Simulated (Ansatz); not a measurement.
# Squeezing Zn (bcc type)

```
Zn
1.0
    -1.56742    1.56742    1.56742
     1.56742   -1.56742    1.56742
     1.56742    1.56742   -1.56742
Zn
1
Direct
  0.00000 0.00000 0.00000
```

The cell comes from a relaxation on PAW files under the same functional, begun from a prototype that needn't be the stable phase.

Its volume is scaled at fixed shape and fractional positions.

All numbers are PBE results (scalar-relativistic) from Ansatz 0.2.0, with a Γ-centred 19×19×19 k mesh, Fermi–Dirac smearing of 0.1 eV, no spin polarisation. Methods: LAPW: all electrons, basis error target 1 meV/atom; PAW: frozen-core files, cutoff 420 eV; crystal datasets: all electrons, by PAW datasets that the program makes for each cell; norm-conserving: pseudopotentials, cutoff 1143 eV; PAW (cutoff 300 eV): frozen-core files, cutoff 300 eV.

Energies are extrapolated to zero smearing and count from the unscaled cell; pressure is positive in compression; gaps take the mesh and a band path. No temperature or zero-point motion is included.

```csv
V/V0,V (Å³/atom),P LAPW (GPa),ΔE LAPW (eV/atom),P PAW − LAPW (GPa),ΔE PAW − LAPW (meV/atom)
1.00,15.40,0.01,0.000,-0.01,0.0
0.95,14.63,3.80,0.009,0.00,0.0
0.85,13.09,16.07,0.098,0.04,0.2
0.75,11.55,?,?,?,?
0.65,10.01,85.1,0.924,-0.03,0.4
0.55,8.47,180.7,2.143,0.13,1.3
0.45,6.93,399.5,4.781,0.04,1.8
0.40,6.16,612.6,7.171,0.26,2.7
```

Question: Fit the Vinet equation to the LAPW pressures shown (residuals weighted by 1/(|P| + 0.03·Pmax)), and predict the pressure of the withheld row.

Answer: The fit gives V0 = 15.45 Å³/atom, B0 = 58.3 GPa and B0′ = 5.96. At 11.55 Å³/atom, x = (V/V0)^(1/3) = 0.9076, and P = 3·B0·(1 − x)/x²·exp[1.5·(B0′ − 1)·(1 − x)] = 39.0 GPa. The run itself gave 39.4 GPa (-1.0 % off) and ΔE = 0.352 eV/atom.

Question: At the smallest volume, how far do crystal datasets and norm-conserving and PAW (cutoff 300 eV) lie from LAPW in pressure?

Answer: crystal datasets: 0.00 GPa; norm-conserving: +6.71 GPa; PAW (cutoff 300 eV): +4.77 GPa, on a LAPW pressure of 612.6 GPa.
